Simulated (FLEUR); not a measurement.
# Au (Cmcm) in FLEUR: a series of runs

One crystal, Au, is run at these levels: r2SCAN; tasks: band structure, equation of state.

Program: FLEUR MaX-R8.1 (later development tree). These are calculated values, not measurements. Logs are shortened: lines on timing, memory, paths and dates and some standing lists are left out, and cuts for length are marked.

### 1 The crystal as given

The structure is orthorhombic, space group Cmcm (No. 63). Conventional cell: a = 2.823 Å, b = 5.112 Å, c = 4.893 Å, α = 90.00°, β = 90.00°, γ = 90.00°. Au (site symmetry m2m) has 12 Au at 2.82 to 2.97 Å as nearest neighbours.

This isn't the form of Au at room conditions, which is fcc.

### 2 Band structure, r2SCAN

File inp.xml:

```xml
<?xml version="1.0" encoding="UTF-8" standalone="no"?>
<fleurInput fleurInputVersion="0.39">
   <comment>
      Au                                                                                                  
   </comment>
   <calculationSetup>
      <cutoffs Kmax="4.1" Gmax="12.7" GmaxXC="12.7" numbands="0"/>
      <scfLoop itmax="80" minDistance="0.0001" maxIterBroyd="30" imix="Anderson" alpha="0.05" precondParam="0.0" spinf="2.0" sdNocoIR="T"/>
      <coreElectrons ctail="F" frcor="F" kcrel="0" coretail_lmax="0"/>
      <xcFunctional name="LibXC" relativisticCorrections="F">
         <LibXCName exchange="mgga_x_r2scan" correlation="mgga_c_r2scan"/>
         <AuxGGA exchange="117" correlation="130"/>
      </xcFunctional>
      <magnetism jspins="1"/>
      <soc l_soc="F" theta="0.0" phi="0.0" spav="F"/>
      <expertModes spex="0" secvar="F"/>
      <geometryOptimization l_f="F" forcealpha="1.0" forcemix="BFGS" epsdisp="0.00001" epsforce="0.00001"/>
      <ldaU l_linMix="F" mixParam="0.05" spinf="1.0"/>
   </calculationSetup>
   <cell>
      <bzIntegration valenceElectrons="38.0" mode="hist" fermiSmearingEnergy="0.00183747">
         <kPointListSelection listName="default-1"/>
         <!-- k-points included here -->
         <xi:include xmlns:xi="http://www.w3.org/2001/XInclude" href="kpts.xml"> </xi:include>
      </bzIntegration>
      <!-- symmetry operations included here -->
      <xi:include xmlns:xi="http://www.w3.org/2001/XInclude" href="sym.xml"> </xi:include>
      <bulkLattice scale="1.0">
         <bravaisMatrix>
            <row-1>    2.6669893107688116    -4.8300134100704044     0.0000000000000000</row-1>
            <row-2>    2.6669893107688116     4.8300134100704044     0.0000000000000000</row-2>
            <row-3>    0.0000000000000000     0.0000000000000000     9.2467504441157935</row-3>
         </bravaisMatrix>
      </bulkLattice>
   </cell>
   <atomSpecies>
      <species name="Gold (Au)" element="Au" atomicNumber="79">
         <mtSphere radius="2.47" gridPoints="817" logIncrement="0.016"/>
         <atomicCutoffs lmax="10" lnonsphr="10"/>
         <electronConfig flipSpins="F">
            <coreConfig>(1s1/2) (2s1/2) (2p1/2) (2p3/2) (3s1/2) (3p1/2) (3p3/2) (4s1/2) (3d3/2) (3d5/2) (4p1/2) (4p3/2) (4d3/2) (4d5/2) (4f5/2) (4f7/2)</coreConfig>
            <valenceConfig>(5s1/2) (5p1/2) (5p3/2) (6s1/2) (5d3/2) (5d5/2)</valenceConfig>
            <stateOccupation state="(6s1/2)" spinUp="0.500000" spinDown="0.500000"/>
         </electronConfig>
         <energyParameters s="6" p="6" d="5" f="5"/>
         <lo type="SCLO" l="0" n="5" eDeriv="0"/>
         <lo type="SCLO" l="1" n="5" eDeriv="0"/>
         <lo type="SCLO" l="1" n="5" eDeriv="1"/>
         <lo type="SCLO" l="2" n="5" eDeriv="2"/>
         <lo type="SCLO" l="3" n="5" eDeriv="2"/>
      </species>
   </atomSpecies>
   <atomGroups>
      <atomGroup species="Gold (Au)">
         <relPos label="                   1">.3346720300 -.3346720300 1.000/4.000</relPos>
         <relPos label="                   2">-.3346720300 .3346720300 -1.000/4.000</relPos>
         <force calculate="T" relaxXYZ="TTT"/>
      </atomGroup>
   </atomGroups>
   <output dos="F" band="F" slice="F">
      <checks vchk="F" cdinf="F"/>
      <bandDOS minEnergy="-.5*Htr" maxEnergy="0.5*Htr" sigma="0.015" storeEVData="T"/>
      <vacuumDOS vacdos="F" integ="F" star="F" nstars="0" locx1="0.0" locy1="0.0" locx2="0.0" locy2="0.0" nstm="0" tworkf="0.0"/>
      <unfoldingBand unfoldBand="F" supercellX="1" supercellY="1" supercellZ="1"/>
      <plotting iplot="0" polar="F">
         <plot TwoD="T" vec1="  1.0  0.0  0.0" vec2="  0.0  1.0  0.0" vec3="  0.0  0.0  1.0" zero="  0.0  0.0  0.0" file="plot"/>
      </plotting>
      <chargeDensitySlicing numkpt="0" minEigenval="0.0" maxEigenval="0.0" nnne="0" pallst="F"/>
      <specialOutput eonly="F"/>
      <moessbauerParams electricFieldGradient="T" isomerShift="T" coreHyperfine="T" valenceHyperfine="T"/>
      <magneticCircularDichroism mcd="F" energyLo="-10.0" energyUp="0.0"/>
   </output>
  <!-- We include the file relax.xml here to enable relaxations (see documentation) -->
  <xi:include xmlns:xi="http://www.w3.org/2001/XInclude" href="relax.xml"> <xi:fallback/> </xi:include>
</fleurInput>
```

File crystal.txt:

```
Au
&input cartesian=F /
1.4113099650  -2.5559330250  0.0000000000
1.4113099650  2.5559330250  0.0000000000
0.0000000000  0.0000000000  4.8931696100
1.8897261246
1.0 1.0 1.0

2
79 0.3346720300  0.6653279700  0.2500000000
79 0.6653279700  0.3346720300  0.7500000000

&kpt div1=11 div2=11 div3=6 gamma=T /
```

File inp.xml (bands):

```
<?xml version="1.0" encoding="UTF-8" standalone="no"?>
<fleurInput fleurInputVersion="0.39">
   <comment>
      Au                                                                                                  
   </comment>
   <calculationSetup>
      <cutoffs Kmax="4.1" Gmax="12.7" GmaxXC="12.7" numbands="0"/>
      <scfLoop itmax="80" minDistance="0.0001" maxIterBroyd="30" imix="Anderson" alpha="0.05" precondParam="0.0" spinf="2.0" sdNocoIR="T"/>
      <coreElectrons ctail="F" frcor="F" kcrel="0" coretail_lmax="0"/>
      <xcFunctional name="LibXC" relativisticCorrections="F">
         <LibXCName exchange="mgga_x_r2scan" correlation="mgga_c_r2scan"/>
         <AuxGGA exchange="117" correlation="130"/>
      </xcFunctional>
      <magnetism jspins="1"/>
      <soc l_soc="F" theta="0.0" phi="0.0" spav="F"/>
      <expertModes spex="0" secvar="F"/>
      <geometryOptimization l_f="F" forcealpha="1.0" forcemix="BFGS" epsdisp="0.00001" epsforce="0.00001"/>
      <ldaU l_linMix="F" mixParam="0.05" spinf="1.0"/>
   </calculationSetup>
   <cell>
      <bzIntegration valenceElectrons="38.0" mode="hist" fermiSmearingEnergy="0.00183747">
         <kPointListSelection listName="path-1"/>
         <!-- k-points included here -->
         <xi:include xmlns:xi="http://www.w3.org/2001/XInclude" href="kpts.xml"> </xi:include>
      </bzIntegration>
      <!-- symmetry operations included here -->
      <xi:include xmlns:xi="http://www.w3.org/2001/XInclude" href="sym.xml"> </xi:include>
      <bulkLattice scale="1.0">
         <bravaisMatrix>
            <row-1>    2.6669893107688116    -4.8300134100704044     0.0000000000000000</row-1>
            <row-2>    2.6669893107688116     4.8300134100704044     0.0000000000000000</row-2>
            <row-3>    0.0000000000000000     0.0000000000000000     9.2467504441157935</row-3>
         </bravaisMatrix>
      </bulkLattice>
   </cell>
   <atomSpecies>
      <species name="Gold (Au)" element="Au" atomicNumber="79">
         <mtSphere radius="2.47" gridPoints="817" logIncrement="0.016"/>
         <atomicCutoffs lmax="10" lnonsphr="10"/>
         <electronConfig flipSpins="F">
            <coreConfig>(1s1/2) (2s1/2) (2p1/2) (2p3/2) (3s1/2) (3p1/2) (3p3/2) (4s1/2) (3d3/2) (3d5/2) (4p1/2) (4p3/2) (4d3/2) (4d5/2) (4f5/2) (4f7/2)</coreConfig>
            <valenceConfig>(5s1/2) (5p1/2) (5p3/2) (6s1/2) (5d3/2) (5d5/2)</valenceConfig>
            <stateOccupation state="(6s1/2)" spinUp="0.500000" spinDown="0.500000"/>
         </electronConfig>
         <energyParameters s="6" p="6" d="5" f="5"/>
         <lo type="SCLO" l="0" n="5" eDeriv="0"/>
         <lo type="SCLO" l="1" n="5" eDeriv="0"/>
         <lo type="SCLO" l="1" n="5" eDeriv="1"/>
         <lo type="SCLO" l="2" n="5" eDeriv="2"/>
         <lo type="SCLO" l="3" n="5" eDeriv="2"/>
      </species>
   </atomSpecies>
   <atomGroups>
      <atomGroup species="Gold (Au)">
         <relPos label="                   1">.3346720300 -.3346720300 1.000/4.000</relPos>
         <relPos label="                   2">-.3346720300 .3346720300 -1.000/4.000</relPos>
         <force calculate="T" relaxXYZ="TTT"/>
      </atomGroup>
   </atomGroups>
   <output dos="F" band="T" slice="F">
      <checks vchk="F" cdinf="F"/>
      <bandDOS minEnergy="-.5*Htr" maxEnergy="0.5*Htr" sigma="0.015" storeEVData="T"/>
      <vacuumDOS vacdos="F" integ="F" star="F" nstars="0" locx1="0.0" locy1="0.0" locx2="0.0" locy2="0.0" nstm="0" tworkf="0.0"/>
      <unfoldingBand unfoldBand="F" supercellX="1" supercellY="1" supercellZ="1"/>
      <plotting iplot="0" polar="F">
         <plot TwoD="T" vec1="  1.0  0.0  0.0" vec2="  0.0  1.0  0.0" vec3="  0.0  0.0  1.0" zero="  0.0  0.0  0.0" file="plot"/>
      </plotting>
      <chargeDensitySlicing numkpt="0" minEigenval="0.0" maxEigenval="0.0" nnne="0" pallst="F"/>
      <specialOutput eonly="F"/>
      <moessbauerParams electricFieldGradient="T" isomerShift="T" coreHyperfine="T" valenceHyperfine="T"/>
      <magneticCircularDichroism mcd="F" energyLo="-10.0" energyUp="0.0"/>
   </output>
  <!-- We include the file relax.xml here to enable relaxations (see documentation) -->
  <xi:include xmlns:xi="http://www.w3.org/2001/XInclude" href="relax.xml"> <xi:fallback/> </xi:include>
</fleurInput>
```

Potentials or basis: all-electron, FLAPW.

Started as:

```bash
$ inpgen -f crystal.txt -profile fastHighL
$ # inp.xml edited to the form shown
$ fleur_MPI
$ fleur_MPI   # second run, on inp.xml (bands)
```

Standard output:

```text
Welcome to FLEUR        (www.flapw.de)
      MaX-Release 8.1          (www.max-centre.eu)
 func_ids         498         497         498         497
 MetaGGA potential functional detected - V_tau will be computed
 Auxiliary Potential for radial basis: exchange=         117  correlation=         130
The functional 'Re-regularized SCAN exchange by Furness et al' is an exchange functional, it belongs to the 'MGGA' family and is defined in the reference(s):
[1] J. W. Furness, A. D. Kaplan, J. Ning, J. P. Perdew, and J. Sun.,  J. Phys. Chem. Lett. 11, 8208-8215 (2020)
[2] J. W. Furness, A. D. Kaplan, J. Ning, J. P. Perdew, and J. Sun.,  J. Phys. Chem. Lett. 11, 9248-9248 (2020)
The functional 'Re-regularized SCAN correlation by Furness et al' is a correlation functional, it belongs to the 'MGGA' family and is defined in the reference(s):
[1] J. W. Furness, A. D. Kaplan, J. Ning, J. P. Perdew, and J. Sun.,  J. Phys. Chem. Lett. 11, 8208-8215 (2020)
[2] J. W. Furness, A. D. Kaplan, J. Ning, J. P. Perdew, and J. Sun.,  J. Phys. Chem. Lett. 11, 9248-9248 (2020)
 Using same functional for VXC and EXC

 ========== k-point set info ==========
 Selected k-point list: default-1
 k-point list type: mesh
 11 x 11 x 6
 Number of k points: 144

 ------------Calculation Setup---------------------------
 Number of MPI-tasks      :            1
 Number of PE/node        :            1
 Number of OMP-threads    :            1
 Most efficient MPI parallelization for:
           1           2           3           4           6           8           9          12          16          18          24          36          48          72         144
 Additional eigenvalue parallelization possible
 Number of basis functions:          362
 Approximate size of matrices (H+S) per k-point:         0.002 GB
 --------------------------------------------------------
The functional 'Hammer, Hansen, and Norskov' is an exchange functional, it belongs to the 'GGA' family and is defined in the reference(s):
[1] B. Hammer, L. B. Hansen, and J. K. Nørskov.,  Phys. Rev. B 59, 7413 (1999)
The functional 'Perdew, Burke & Ernzerhof' is a correlation functional, it belongs to the 'GGA' family and is defined in the reference(s):
[1] J. P. Perdew, K. Burke, and M. Ernzerhof.,  Phys. Rev. Lett. 77, 3865 (1996)
[2] J. P. Perdew, K. Burke, and M. Ernzerhof.,  Phys. Rev. Lett. 78, 1396 (1997)
 Using same functional for VXC and EXC
 Using auxiliary GGA potential for the first iteration of MetaGGA calculation.
 Reset of history
 Reset of history
 Iteration:     1   Distance:      65.18260092 me/bohr^3
The functional 'Hammer, Hansen, and Norskov' is an exchange functional, it belongs to the 'GGA' family and is defined in the reference(s):
[1] B. Hammer, L. B. Hansen, and J. K. Nørskov.,  Phys. Rev. B 59, 7413 (1999)
The functional 'Perdew, Burke & Ernzerhof' is a correlation functional, it belongs to the 'GGA' family and is defined in the reference(s):
[1] J. P. Perdew, K. Burke, and M. Ernzerhof.,  Phys. Rev. Lett. 77, 3865 (1996)
[2] J. P. Perdew, K. Burke, and M. Ernzerhof.,  Phys. Rev. Lett. 78, 1396 (1997)
 Using same functional for VXC and EXC
 Iteration:     2   Distance:      61.39268542 me/bohr^3
The functional 'Hammer, Hansen, and Norskov' is an exchange functional, it belongs to the 'GGA' family and is defined in the reference(s):
[1] B. Hammer, L. B. Hansen, and J. K. Nørskov.,  Phys. Rev. B 59, 7413 (1999)
The functional 'Perdew, Burke & Ernzerhof' is a correlation functional, it belongs to the 'GGA' family and is defined in the reference(s):
[1] J. P. Perdew, K. Burke, and M. Ernzerhof.,  Phys. Rev. Lett. 77, 3865 (1996)
[2] J. P. Perdew, K. Burke, and M. Ernzerhof.,  Phys. Rev. Lett. 78, 1396 (1997)
 Using same functional for VXC and EXC
 Iteration:     3   Distance:      58.26873841 me/bohr^3
The functional 'Hammer, Hansen, and Norskov' is an exchange functional, it belongs to the 'GGA' family and is defined in the reference(s):
[1] B. Hammer, L. B. Hansen, and J. K. Nørskov.,  Phys. Rev. B 59, 7413 (1999)
The functional 'Perdew, Burke & Ernzerhof' is a correlation functional, it belongs to the 'GGA' family and is defined in the reference(s):
[1] J. P. Perdew, K. Burke, and M. Ernzerhof.,  Phys. Rev. Lett. 77, 3865 (1996)
[2] J. P. Perdew, K. Burke, and M. Ernzerhof.,  Phys. Rev. Lett. 78, 1396 (1997)
 Using same functional for VXC and EXC
 Iteration:     4   Distance:       8.31867233 me/bohr^3
The functional 'Hammer, Hansen, and Norskov' is an exchange functional, it belongs to the 'GGA' family and is defined in the reference(s):
[1] B. Hammer, L. B. Hansen, and J. K. Nørskov.,  Phys. Rev. B 59, 7413 (1999)
The functional 'Perdew, Burke & Ernzerhof' is a correlation functional, it belongs to the 'GGA' family and is defined in the reference(s):
[1] J. P. Perdew, K. Burke, and M. Ernzerhof.,  Phys. Rev. Lett. 77, 3865 (1996)
[2] J. P. Perdew, K. Burke, and M. Ernzerhof.,  Phys. Rev. Lett. 78, 1396 (1997)
 Using same functional for VXC and EXC
 Iteration:     5   Distance:       1.86599547 me/bohr^3
The functional 'Hammer, Hansen, and Norskov' is an exchange functional, it belongs to the 'GGA' family and is defined in the reference(s):
[... 39 lines left out ...]
 Using same functional for VXC and EXC
 Iteration:    11   Distance:       0.00180277 me/bohr^3
The functional 'Hammer, Hansen, and Norskov' is an exchange functional, it belongs to the 'GGA' family and is defined in the reference(s):
[1] B. Hammer, L. B. Hansen, and J. K. Nørskov.,  Phys. Rev. B 59, 7413 (1999)
The functional 'Perdew, Burke & Ernzerhof' is a correlation functional, it belongs to the 'GGA' family and is defined in the reference(s):
[1] J. P. Perdew, K. Burke, and M. Ernzerhof.,  Phys. Rev. Lett. 77, 3865 (1996)
[2] J. P. Perdew, K. Burke, and M. Ernzerhof.,  Phys. Rev. Lett. 78, 1396 (1997)
 Using same functional for VXC and EXC
 Iteration:    12   Distance:       0.00043247 me/bohr^3
The functional 'Hammer, Hansen, and Norskov' is an exchange functional, it belongs to the 'GGA' family and is defined in the reference(s):
[1] B. Hammer, L. B. Hansen, and J. K. Nørskov.,  Phys. Rev. B 59, 7413 (1999)
The functional 'Perdew, Burke & Ernzerhof' is a correlation functional, it belongs to the 'GGA' family and is defined in the reference(s):
[1] J. P. Perdew, K. Burke, and M. Ernzerhof.,  Phys. Rev. Lett. 77, 3865 (1996)
[2] J. P. Perdew, K. Burke, and M. Ernzerhof.,  Phys. Rev. Lett. 78, 1396 (1997)
 Using same functional for VXC and EXC
 Iteration:    13   Distance:       0.00042441 me/bohr^3
The functional 'Hammer, Hansen, and Norskov' is an exchange functional, it belongs to the 'GGA' family and is defined in the reference(s):
[1] B. Hammer, L. B. Hansen, and J. K. Nørskov.,  Phys. Rev. B 59, 7413 (1999)
The functional 'Perdew, Burke & Ernzerhof' is a correlation functional, it belongs to the 'GGA' family and is defined in the reference(s):
[1] J. P. Perdew, K. Burke, and M. Ernzerhof.,  Phys. Rev. Lett. 77, 3865 (1996)
[2] J. P. Perdew, K. Burke, and M. Ernzerhof.,  Phys. Rev. Lett. 78, 1396 (1997)
 Using same functional for VXC and EXC
 Iteration:    14   Distance:       0.00009519 me/bohr^3

 ********************************************************************
 Run finished successfully
 Stop message:
   all done
 ********************************************************************
```

Run time: 2.3 min. Hardware: 1 thread of Arm Neoverse V1, shared host; peak memory 0.11 GiB.

Results:

```
Free energy                                           : -1036544.2752 eV
Band gap along the path                               : none (metal or under the smearing width)
Valence electrons inside the program's atomic spheres : Au 17.35 (radii Au 2.47 bohr)
```

Levels at the corners of the path, in eV from the Fermi level:
| point | band 15 | band 16 | band 17 | band 18 | band 19 | band 20 | band 21 | band 22 |
| --- | --- | --- | --- | --- | --- | --- | --- | --- |
| Γ | -4.08 | -3.72 | -3.54 | -2.39 | -2.30 | -0.83 | 2.49 | 15.28 |
| X | -3.82 | -2.65 | -2.58 | -2.56 | 2.36 | 2.71 | 4.18 | 9.86 |
| S | -3.58 | -2.19 | -1.97 | -1.81 | 0.61 | 1.85 | 6.09 | 7.63 |
| R | -2.53 | -2.53 | -1.85 | -1.85 | 0.86 | 0.86 | 4.24 | 4.24 |
| A | -3.78 | -3.78 | -2.28 | -2.28 | 4.36 | 4.36 | 4.91 | 4.91 |
| Z | -4.40 | -4.40 | -2.87 | -2.87 | -2.71 | -2.71 | 10.71 | 10.71 |
| Γ | -4.08 | -3.72 | -3.54 | -2.39 | -2.30 | -0.83 | 2.49 | 15.28 |
| Y | -3.71 | -2.08 | -2.06 | -1.88 | 0.30 | 1.33 | 5.68 | 7.11 |
| X1 | -3.82 | -2.65 | -2.58 | -2.56 | 2.36 | 2.71 | 4.18 | 9.86 |
| A1 | -3.78 | -3.78 | -2.28 | -2.28 | 4.36 | 4.36 | 4.91 | 4.91 |
| T | -2.51 | -2.51 | -1.95 | -1.95 | 0.47 | 0.47 | 3.64 | 3.64 |
| Y | -3.71 | -2.08 | -2.06 | -1.88 | 0.30 | 1.33 | 5.68 | 7.11 |
| Z | -4.40 | -4.40 | -2.87 | -2.87 | -2.71 | -2.71 | 10.71 | 10.71 |
| T | -2.51 | -2.51 | -1.95 | -1.95 | 0.47 | 0.47 | 3.64 | 3.64 |

Core levels (eV from the Fermi level):
```
atom                                                                                                                                                                                                                                     levels
1 Au  1s1/2 -80656.9, 2s1/2 -14217.0, 2p1/2 -13629.9, 2p3/2 -11794.0, 3s1/2 -3352.9, 3p1/2 -3089.6, 3p3/2 -2684.5, 4s1/2 -725.4, 3d3/2 -2248.9, 3d5/2 -2161.8, 4p1/2 -613.2, 4p3/2 -516.1, 4d3/2 -332.9, 4d5/2 -314.8, 4f5/2 -79.9, 4f7/2 -76.1
2 Au  1s1/2 -80656.9, 2s1/2 -14217.0, 2p1/2 -13629.9, 2p3/2 -11794.0, 3s1/2 -3352.9, 3p1/2 -3089.6, 3p3/2 -2684.5, 4s1/2 -725.4, 3d3/2 -2248.9, 3d5/2 -2161.8, 4p1/2 -613.2, 4p3/2 -516.1, 4d3/2 -332.9, 4d5/2 -314.8, 4f5/2 -79.9, 4f7/2 -76.1
```

Caveat: the meta-GGA is that of a development version, with a GGA for the radial functions and cores and without core tails; spin-orbit coupling is left out, which moves the levels of the heavy elements.

### 3 Equation of state, r2SCAN, 16.59 Å³/atom (volume scaled by 0.94)

Changes to inp.xml since step 2:

```diff
@@ -27,3 +27,3 @@
       <xi:include xmlns:xi="http://www.w3.org/2001/XInclude" href="sym.xml"> </xi:include>
-      <bulkLattice scale="1.0">
+      <bulkLattice scale="0.9795861087">
          <bravaisMatrix>
@@ -37,3 +37,3 @@
       <species name="Gold (Au)" element="Au" atomicNumber="79">
-         <mtSphere radius="2.47" gridPoints="817" logIncrement="0.016"/>
+         <mtSphere radius="2.4" gridPoints="817" logIncrement="0.016"/>
          <atomicCutoffs lmax="10" lnonsphr="10"/>
```

Potentials or basis: all-electron, FLAPW.

Started as:

```bash
$ inpgen -f crystal.txt -profile fastHighL
$ # inp.xml edited to the form shown
$ fleur_MPI
```

Run time: 2.1 min. Hardware: 1 thread of Arm Neoverse V1, shared host; peak memory 0.1 GiB.

It converged, with:

| Quantity | Value |
| --- | --- |
| Free energy | -1036544.2030 eV |
| Band gap on the k mesh | none (metal or under the smearing width) |
| Valence electrons inside the program's atomic spheres | Au 17.19 (radii Au 2.4 bohr) |

Caveat: the meta-GGA is that of a development version, with a GGA for the radial functions and cores and without core tails.

### 4 Equation of state, r2SCAN, 16.94 Å³/atom (volume scaled by 0.96)

Changes to inp.xml since step 3:

```diff
@@ -27,3 +27,3 @@
       <xi:include xmlns:xi="http://www.w3.org/2001/XInclude" href="sym.xml"> </xi:include>
-      <bulkLattice scale="0.9795861087">
+      <bulkLattice scale="0.9864848297">
          <bravaisMatrix>
```

Started as:

```bash
$ inpgen -f crystal.txt -profile fastHighL
$ # inp.xml edited to the form shown
$ fleur_MPI
```

Wall time 2 min (1 thread of Arm Neoverse V1, shared host); peak memory 0.1 GiB.

The run converged. Its results:

| Quantity | Value |
| --- | --- |
| Free energy | -1036544.2411 eV |
| Band gap on the k mesh | none (metal or under the smearing width) |
| Valence electrons inside the program's atomic spheres | Au 17.17 (radii Au 2.4 bohr) |

Caveat: the meta-GGA is that of a development version, with a GGA for the radial functions and cores and without core tails.

(Continued in part 2 of 2.)
